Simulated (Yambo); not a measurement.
# GaP (F-43m) in Yambo: notebook

Runs on GaP. Level: PBE. Tasks: optical spectrum, optical spectrum by the Bethe-Salpeter equation, G0W0 quasiparticle levels.

All numbers are computed with Yambo 5.3.0; they aren't measurements. Logs are shortened: lines on timing, memory, paths and dates and some standing lists are left out, and cuts for length are marked.

**Experimental background.**

From “Stacking defects in GaP nanowires: Electronic structure and optical properties”, 2018, arxiv:1810.01194, for a bulk crystal of GaP at 10 K: band gap 2.34 eV (indirect).

The results are compared with them further down.

### 1 The structure

Symmetry: F-43m, No. 216, cubic system. The conventional cell has a = 5.451 Å, b = 5.451 Å, c = 5.451 Å, α = 90.00°, β = 90.00°, γ = 90.00°. Around Ga (site symmetry -43m) lie 4 P at 2.36 Å. Around P (site symmetry -43m) lie 4 Ga at 2.36 Å.

### 2 Optical spectrum, PBE

optics2.in reads:

```
optics
chi
tddft
Chimod= "ALDA"
% BndsRnXd
 1 | 34 |
%
NGsBlkXd= 3 Ry
% LongDrXd
 1 | 0 | 0 |
%
% QpntsRXd
 1 | 1 |
%
% EnRngeXd
 0 | 20 | eV
%
% DmRngeXd
 0.1 | 0.1 | eV
%
ETStpsXd= 200
FxcGRLc= 3 Ry
VXCRLvcs= 3 Ry
```

scf.in reads:

```
&CONTROL
  calculation = 'scf'
  prefix = 'pwscf'
  outdir = './tmp'
  pseudo_dir = './pseudo'
/
&SYSTEM
  ibrav = 0
  nat = 2
  ntyp = 2
  ecutwfc = 80
  nbnd = 15
  occupations = 'smearing'
  smearing = 'fd'
  degauss = 0.00367493
  force_symmorphic = .true.
/
&ELECTRONS
  conv_thr = 4d-10
  electron_maxstep = 120
  mixing_beta = 0.5
/
ATOMIC_SPECIES
Ga    69.7230 Ga.upf
P     30.9738 P.upf
CELL_PARAMETERS angstrom
   0.0000000000    2.7252500000    2.7252500000
   2.7252500000    0.0000000000    2.7252500000
   2.7252500000    2.7252500000    0.0000000000
ATOMIC_POSITIONS crystal
Ga     0.0000000000    0.0000000000    0.0000000000
P      0.7500000000    0.7500000000    0.7500000000
K_POINTS automatic
12 12 12 0 0 0
```

nscf.in reads:

```
&CONTROL
  calculation = 'nscf'
  prefix = 'pwscf'
  outdir = './tmp'
  pseudo_dir = './pseudo'
/
&SYSTEM
  ibrav = 0
  nat = 2
  ntyp = 2
  ecutwfc = 80
  nbnd = 39
  occupations = 'fixed'
  force_symmorphic = .true.
/
&ELECTRONS
  conv_thr = 1d-08
  diago_full_acc = .true.
  diago_thr_init = 1d-06
/
ATOMIC_SPECIES
Ga    69.7230 Ga.upf
P     30.9738 P.upf
CELL_PARAMETERS angstrom
   0.0000000000    2.7252500000    2.7252500000
   2.7252500000    0.0000000000    2.7252500000
   2.7252500000    2.7252500000    0.0000000000
ATOMIC_POSITIONS crystal
Ga     0.0000000000    0.0000000000    0.0000000000
P      0.7500000000    0.7500000000    0.7500000000
K_POINTS automatic
12 12 12 0 0 0
```

Potentials or basis: PseudoDojo 0.4.1 SR PBE standard.

The run is started by

```
$ OMP_NUM_THREADS=1 pw.x -in scf.in > scf.out
$ OMP_NUM_THREADS=1 pw.x -in nscf.in > nscf.out
$ cd tmp/pwscf.save; p2y; mv SAVE ../..; cd ../..
$ OMP_NUM_THREADS=1 yambo
$ OMP_NUM_THREADS=1 yambo -F optics2.in -J optics2 -C optics2_out
```

Yambo's report:

```text
[... sections 02.01 to 02.04 as in the set-up run ...]

  [02.05] Energies & Occupations
  ==============================

  [X] === General ===
  [X] Electronic Temperature                        :  0.000000  0.000000 [eV K]
  [X] Bosonic    Temperature                        :  0.000000  0.000000 [eV K]
  [X] Finite Temperature mode                       : no
  [X] El. density                                   :  0.44466E+24 [cm-3]
  [X] Fermi Level                                   :  7.611530 [eV]

  [X] === Gaps and Widths ===
  [X] Conduction Band Min                           :  1.596206 [eV]
  [X] Valence Band Max                              :  0.000000 [eV]
  [X] Filled Bands                                  :   9
  [X] Empty Bands                                   :   10   39
  [X] Direct Gap                                    :  1.818640 [eV]
  [X] Direct Gap localized at k                     :  1
  [X] Indirect Gap                                  :  1.596206 [eV]
  [X] Indirect Gap between kpts                     :    1   40
  [X] Last valence band width                       :  3.416667 [eV]
  [X] 1st conduction band width                     :  3.108478 [eV]

 [03] Transferred momenta grid and indexing
 ==========================================

 IBZ Q-points                                      :   72
 BZ  Q-points                                      :  1728

 K/Q-points units:
 rlu = crystal or reduced units; cc = cartesian coordinates; iku = interal k-units

 Q [ 1]         [rlu]:  0.000000  0.000000  0.000000
 Q [ 2]         [rlu]:  0.12588E-17  0.12588E-17  0.83333E-01
 Q [ 3]         [rlu]:  0.25176E-17  0.25176E-17  0.16667
 Q [ 4]         [rlu]: -0.25926E-17 -0.25926E-17  0.25000
 Q [ 5]         [rlu]:  0.50351E-17  0.50351E-17  0.33333
 Q [ 6]         [rlu]:  0.55436E-16 -0.75090E-19  0.41667
 Q [ 7]         [rlu]:  0.51853E-17  0.51853E-17 -0.50000
 Q [ 8]         [rlu]: -0.57507E-18  0.83333E-01  0.83333E-01
 Q [ 9]         [rlu]:  0.12634E-16  0.83333E-01  0.16667
 Q [10]         [rlu]:  0.13892E-16  0.83333E-01  0.25000
 Q [11]         [rlu]: -0.25926E-17  0.83333E-01  0.33333
 Q [12]         [rlu]:  0.23089E-17  0.83333E-01  0.41667
 Q [13]         [rlu]: -0.75090E-19  0.83333E-01  0.50000
 Q [14]         [rlu]: -0.25468E-17  0.83333E-01 -0.41667
 Q [15]         [rlu]: -0.99367E-17  0.83333E-01 -0.33333
[... 33 lines left out ...]
 Q [49]         [rlu]:  0.083333  0.250000  0.333333
 Q [50]         [rlu]:  0.083333  0.250000  0.416667

 Remaining 22 points informations can be written running with -fatlog

 [WARNING] [Xd] User bands 1-34 break level degeneracy

 [04] Dipoles
 ============

  [04.01] Setup: observables and procedures
  =========================================

  [WF-Oscillators/G space/Transverse up loader] Normalization (few states)  min/max  :  0.42109E-16   1.0000

  [WR./optics2//ndb.dipoles]------------------------------------------------------
   Brillouin Zone Q/K grids (IBZ/BZ)                :    72  1728    72  1728
   RL vectors                                       :   4279 [WF]
   Fragmentation                                    : yes
   Electronic Temperature                           :  0.000000 [K]
   Bosonic    Temperature                           :  0.000000 [K]
   DIP band range                                   :    1   34
   DIP band range limits                            :   9  10
   DIP e/h energy range                             : -1.000000 -1.000000 [eV]
   RL vectors in the sum                            :   4279
   [r,Vnl] included                                 : yes
   Bands ordered                                    : yes
   Direct v evaluation                              : no
   Approach used                                    : G-space v
   Dipoles computed                                 : R V P [G-space]
   Wavefunctions                                    : Perdew, Burke & Ernzerhof(X)+Perdew, Burke & Ernzerhof(C)

  [WARNING] [r,Vnl^pseudo] included in position and velocity dipoles.

  [WARNING] In case H contains other non local terms, these are neglected

 [05] Optics
 ===========

 [xc] Functional : Perdew, Burke & Ernzerhof(X)+Perdew, Burke & Ernzerhof(C)
 [xc] LIBXC used to calculate xc functional
  PP Number of Atomic Species                      :  2
  NLCC RL compoments                               :  26469
 [X-CG] R(p) Tot o/o(of R):    13474   388800      100
```

Run time: 2.3 min. Hardware: 1 thread of AMD EPYC 7R43 (Zen 3), shared host; peak memory 0.8 GiB.

Results:

```
Band gap on the k mesh, mean-field level                              : 1.60 eV, indirect (least direct gap 1.82 eV)
Absorption peak                                                       : 4.42 eV
Electronic dielectric constant along the field                        : 10.50
Electronic dielectric constant along the field, independent particles : 10.96
```

Dielectric function (along the field direction of the input):
| energy (eV) | real part | imaginary part |
| --- | --- | --- |
| 0.30 | 10.55 | 0.23 |
| 0.80 | 10.91 | 0.26 |
| 1.31 | 11.74 | 0.37 |
| 1.81 | 13.17 | 1.49 |
| 2.31 | 16.82 | 2.44 |
| 2.81 | 15.11 | 14.85 |
| 3.32 | 14.03 | 10.37 |
| 3.82 | 12.64 | 11.92 |
| 4.32 | 8.82 | 26.88 |
| 4.82 | 1.32 | 12.55 |
| 5.33 | -9.12 | 12.89 |
| 5.83 | -5.83 | 9.44 |
| 6.33 | -3.71 | 5.87 |
| 6.83 | -4.37 | 7.47 |
| 7.34 | -4.56 | 3.42 |
| 7.84 | -2.97 | 3.28 |
| 8.34 | -2.38 | 2.00 |
| 8.84 | -2.07 | 1.99 |
| 9.35 | -2.12 | 1.86 |
| 9.85 | -1.85 | 1.34 |
| 10.35 | -1.55 | 1.67 |
| 10.85 | -1.46 | 1.08 |
| 11.36 | -1.19 | 1.12 |
| 11.86 | -1.12 | 0.82 |
| 12.36 | -0.78 | 0.67 |
| 12.86 | -0.70 | 0.63 |
| 13.37 | -0.51 | 0.46 |
| 13.87 | -0.34 | 0.50 |
| 14.37 | -0.26 | 0.47 |
| 14.87 | -0.21 | 0.40 |
| 15.38 | -0.11 | 0.29 |
| 15.88 | 0.08 | 0.24 |
| 16.38 | 0.15 | 0.25 |
| 16.88 | 0.23 | 0.37 |
| 17.39 | 0.19 | 0.35 |
| 17.89 | 0.27 | 0.26 |
| 18.39 | 0.34 | 0.33 |
| 18.89 | 0.34 | 0.32 |
| 19.40 | 0.29 | 0.37 |
| 20.00 | 0.42 | 0.26 |

Caveat: the LDA kernel is used on GGA states, which is inconsistent by a few percent; these spectra lack excitons.

### 3 Optical spectrum, PBE

optics3.in reads:

```
optics
chi
tddft
Chimod= "LRC"
% BndsRnXd
 1 | 34 |
%
NGsBlkXd= 3 Ry
% LongDrXd
 1 | 0 | 0 |
%
% QpntsRXd
 1 | 1 |
%
% EnRngeXd
 0 | 20 | eV
%
% DmRngeXd
 0.1 | 0.1 | eV
%
ETStpsXd= 200
LRC_alpha= -0.2
```

scf.in is that of step 2.

nscf.in is that of step 2.

Potentials or basis: PseudoDojo 0.4.1 SR PBE standard.

The run is started by

```
$ OMP_NUM_THREADS=1 pw.x -in scf.in > scf.out
$ OMP_NUM_THREADS=1 pw.x -in nscf.in > nscf.out
$ cd tmp/pwscf.save; p2y; mv SAVE ../..; cd ../..
$ OMP_NUM_THREADS=1 yambo
$ OMP_NUM_THREADS=1 yambo -F optics3.in -J optics3 -C optics3_out
```

Yambo's report:

```text
[... sections 02.01 to 02.04 as in the set-up run ...]

  [02.05] Energies & Occupations
  ==============================

  [X] === General ===
  [X] Electronic Temperature                        :  0.000000  0.000000 [eV K]
  [X] Bosonic    Temperature                        :  0.000000  0.000000 [eV K]
  [X] Finite Temperature mode                       : no
  [X] El. density                                   :  0.44466E+24 [cm-3]
  [X] Fermi Level                                   :  7.611530 [eV]

  [X] === Gaps and Widths ===
  [X] Conduction Band Min                           :  1.596206 [eV]
  [X] Valence Band Max                              :  0.000000 [eV]
  [X] Filled Bands                                  :   9
  [X] Empty Bands                                   :   10   39
  [X] Direct Gap                                    :  1.818640 [eV]
  [X] Direct Gap localized at k                     :  1
  [X] Indirect Gap                                  :  1.596206 [eV]
  [X] Indirect Gap between kpts                     :    1   40
  [X] Last valence band width                       :  3.416667 [eV]
[... 62 lines left out ...]
 Remaining 22 points informations can be written running with -fatlog

 [WARNING] [Xd] User bands 1-34 break level degeneracy

 [04] Dipoles
 ============

  [04.01] Setup: observables and procedures
  =========================================

  [WF-Oscillators/G space/Transverse up loader] Normalization (few states)  min/max  :  0.42109E-16   1.0000

  [WR./optics3//ndb.dipoles]------------------------------------------------------
   Brillouin Zone Q/K grids (IBZ/BZ)                :    72  1728    72  1728
   RL vectors                                       :   4279 [WF]
   Fragmentation                                    : yes
   Electronic Temperature                           :  0.000000 [K]
   Bosonic    Temperature                           :  0.000000 [K]
   DIP band range                                   :    1   34
   DIP band range limits                            :   9  10
   DIP e/h energy range                             : -1.000000 -1.000000 [eV]
   RL vectors in the sum                            :   4279
   [r,Vnl] included                                 : yes
   Bands ordered                                    : yes
   Direct v evaluation                              : no
   Approach used                                    : G-space v
   Dipoles computed                                 : R V P [G-space]
   Wavefunctions                                    : Perdew, Burke & Ernzerhof(X)+Perdew, Burke & Ernzerhof(C)

  [WARNING] [r,Vnl^pseudo] included in position and velocity dipoles.

  [WARNING] In case H contains other non local terms, these are neglected

 [05] Optics
 ===========

 [X-CG] R(p) Tot o/o(of R):    13474   388800      100
```

Wall time 2.2 min (1 thread of AMD EPYC 7R43 (Zen 3), shared host); peak memory 0.8 GiB.

What came out:

```
Band gap on the k mesh, mean-field level                              : 1.60 eV, indirect (least direct gap 1.82 eV)
Absorption peak                                                       : 4.32 eV
Electronic dielectric constant along the field                        : 11.40
Electronic dielectric constant along the field, independent particles : 10.96
```

Dielectric function (along the field direction of the input):
| energy (eV) | real part | imaginary part |
| --- | --- | --- |
| 0.30 | 11.47 | 0.28 |
| 0.80 | 11.92 | 0.33 |
| 1.31 | 12.98 | 0.47 |
| 1.81 | 14.81 | 2.06 |
| 2.31 | 19.93 | 3.74 |
| 2.81 | 12.46 | 20.31 |
| 3.32 | 13.40 | 13.61 |
| 3.82 | 11.16 | 14.73 |
| 4.32 | 0.02 | 27.44 |
| 4.82 | -0.36 | 11.39 |
| 5.33 | -8.97 | 10.40 |
| 5.83 | -5.75 | 7.82 |
| 6.33 | -3.55 | 5.04 |
| 6.83 | -3.83 | 6.58 |
| 7.34 | -4.16 | 3.12 |
| 7.84 | -2.69 | 3.02 |
| 8.34 | -2.22 | 1.83 |
| 8.84 | -1.91 | 1.85 |
| 9.35 | -1.94 | 1.77 |
| 9.85 | -1.73 | 1.30 |
| 10.35 | -1.37 | 1.59 |
| 10.85 | -1.33 | 1.08 |
| 11.36 | -1.05 | 1.11 |
| 11.86 | -1.03 | 0.86 |
| 12.36 | -0.70 | 0.67 |
| 12.86 | -0.64 | 0.65 |
| 13.37 | -0.46 | 0.48 |
| 13.87 | -0.29 | 0.51 |
| 14.37 | -0.21 | 0.49 |
| 14.87 | -0.17 | 0.44 |
| 15.38 | -0.10 | 0.31 |
| 15.88 | 0.09 | 0.25 |
| 16.38 | 0.15 | 0.26 |
| 16.88 | 0.26 | 0.38 |
| 17.39 | 0.21 | 0.36 |
| 17.89 | 0.27 | 0.28 |
| 18.39 | 0.35 | 0.36 |
| 18.89 | 0.33 | 0.34 |
| 19.40 | 0.30 | 0.37 |
| 20.00 | 0.41 | 0.25 |

Caveat: the long-range kernel's strength is typed, not fitted to the crystal's screening; independent-particle spectra lack excitons.

### 4 Optical spectrum by the Bethe-Salpeter equation, PBE

bse4.in reads:

```
optics
bse
bss
rim_cut
RandQpts= 1000000
RandGvec= 50 RL
BSKmod= "HARTREE"
BSEmod= "retarded"
BSSmod= "h"
% BSEQptR
 1 | 1 |
%
% BSEBands
 7 | 12 |
%
BSENGexx= 20 Ry
% BEnRange
 0 | 20 | eV
%
% BDmRange
 0.1 | 0.1 | eV
%
BEnSteps= 200
% BLongDir
 1 | 0 | 0 |
%
BSEprop= "abs"
BSHayTrs= -0.02
```

scf.in is that of step 3.

nscf.in is that of step 3.

Potentials or basis: PseudoDojo 0.4.1 SR PBE standard.

The run is started by

```
$ OMP_NUM_THREADS=1 pw.x -in scf.in > scf.out
$ OMP_NUM_THREADS=1 pw.x -in nscf.in > nscf.out
$ cd tmp/pwscf.save; p2y; mv SAVE ../..; cd ../..
$ OMP_NUM_THREADS=1 yambo
$ OMP_NUM_THREADS=1 yambo -F bse4.in -J bse4 -C bse4_out
```

Yambo's report:

```text
[... sections 02.01 to 02.04 as in the set-up run ...]

  [02.05] Energies & Occupations
  ==============================

  [X] === General ===
  [X] Electronic Temperature                        :  0.000000  0.000000 [eV K]
  [X] Bosonic    Temperature                        :  0.000000  0.000000 [eV K]
  [X] Finite Temperature mode                       : no
  [X] El. density                                   :  0.44466E+24 [cm-3]
  [X] Fermi Level                                   :  7.611530 [eV]

  [X] === Gaps and Widths ===
  [X] Conduction Band Min                           :  1.596206 [eV]
  [X] Valence Band Max                              :  0.000000 [eV]
  [X] Filled Bands                                  :   9
  [X] Empty Bands                                   :   10   39
  [X] Direct Gap                                    :  1.818640 [eV]
  [X] Direct Gap localized at k                     :  1
  [X] Indirect Gap                                  :  1.596206 [eV]
  [X] Indirect Gap between kpts                     :    1   40
[... 202 lines left out ...]
    Coulomb cutoff potential                         : none
    Parallel CPUs
    Parallel Roles
    Fragmentation                                    : no
    BS kernel          wavefunctions                 : Perdew, Burke & Ernzerhof(X)+Perdew, Burke & Ernzerhof(C)
    Static diel. fun.  energies                      : Perdew, Burke & Ernzerhof(X)+Perdew, Burke & Ernzerhof(C)
    wavefunctions                                    : Perdew, Burke & Ernzerhof(X)+Perdew, Burke & Ernzerhof(C)
    [K] Identifier                                   :   9965
    [K] Dimension                                    :  15552
    [K] Bands                                        :   7  12
    [K] Exchange                                     : yes [res]
    [K] Correlation                                  : no [res]
    [K] Kernel`s coupling                            : no
    [K] Exchange                                     : no [cpl]
    [K] Correlation                                  : no [cpl]
    [K] W interaction is bare                        : no
    [K] ALDA kernel in R-space                       : no
    [K] RL vectors                                   :   459 [exchange]
    [K] E/h energy range                             : -1.000000 -1.000000 [eV]
    [K] Coupling range                               :  100.0000  100.0000 [o/o]
    [K] Kernel long-range exchange                   : BAR

  [06.02] BSE solver(s) @q1
  =========================

  [06.03] Haydock Solver in the optics basis @q1 using the hermitian scheme
  =========================================================================

  Accuracy (requested)      : -0.020000 [o/o]
  Accuracy (reached)        :  0.017626 [o/o]
  Iterations                :  127
```

Run time: 7.6 min. Hardware: 1 thread of AMD EPYC 7R43 (Zen 3), shared host; peak memory 2.3 GiB.

What came out:

| Quantity | Value |
| --- | --- |
| Band gap on the k mesh, mean-field level | 1.60 eV, indirect (least direct gap 1.82 eV) |
| Absorption peak | 4.42 eV |

Dielectric function (along the field direction of the input):
```tsv
energy (eV)	real part	imaginary part
0.30	9.94	0.03
0.90	10.37	0.12
1.61	11.87	0.44
2.31	15.48	2.04
3.02	12.87	6.64
3.62	12.46	11.67
4.32	11.69	22.69
5.03	5.29	17.11
5.73	-3.80	9.72
6.33	-3.37	6.30
7.04	-5.35	7.61
7.74	-3.54	3.58
8.44	-2.70	2.85
9.05	-2.23	3.13
9.75	-2.95	2.67
10.45	-2.84	1.33
11.16	-1.83	0.61
11.76	-1.83	0.54
12.46	-1.16	0.25
13.17	-0.96	0.09
13.87	-0.61	0.06
14.47	-0.47	0.06
15.18	-0.27	0.02
15.88	-0.12	0.02
16.58	-0.01	0.02
17.19	0.08	0.01
17.89	0.16	0.01
18.59	0.24	0.01
19.30	0.30	0.01
20.00	0.35	0.01
```

Caveat: the mesh is thin for optics, so peaks and dielectric constants aren't converged.

(Continued in part 2 of 3.)
